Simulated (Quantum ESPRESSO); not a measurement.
CO2:

```
O C
1.0
    -1.97473    1.97473    3.01406
     1.97473   -1.97473    3.01406
     1.97473    1.97473   -3.01406
O C
4 2
Direct
  0.87500 0.95980 0.58480
  0.37500 0.29020 0.41520
  0.04020 0.62500 0.91520
  0.70980 0.12500 0.08480
  0.00000 0.00000 0.00000
  0.75000 0.25000 0.50000
```

The cell comes from a database or a generator and needn't be the stable form of this composition.

Base run:

| Property | Result |
| --- | --- |
| Program | Quantum ESPRESSO 7.5 |
| Functional | PBE |
| Potentials or basis | SSSP 1.3 efficiency PBE |
| Cutoff | 748 eV |
| Density cutoff | 5987 eV |
| k mesh | 9 × 9 × 9 |
| Occupations | fermi-dirac, width 0.05 eV |
| Spin | no spin polarisation |

Its results: band gap on the k mesh 7.69 eV, indirect (least direct gap 8.13 eV); pressure -0.2 GPa; largest force 0.009 eV/Å.

Problem. The run is repeated on the same cell with these changes: functional from PBE to LDA; potentials or basis from SSSP 1.3 efficiency PBE to GBRV 1.5 LDA; cutoff from 748 eV to 612 eV; density cutoff from 5987 eV to 4898 eV. What comes out?

Solution. Band gap on the k mesh 7.47 eV, indirect (least direct gap 7.94 eV); pressure -12.3 GPa; largest force 0.411 eV/Å.
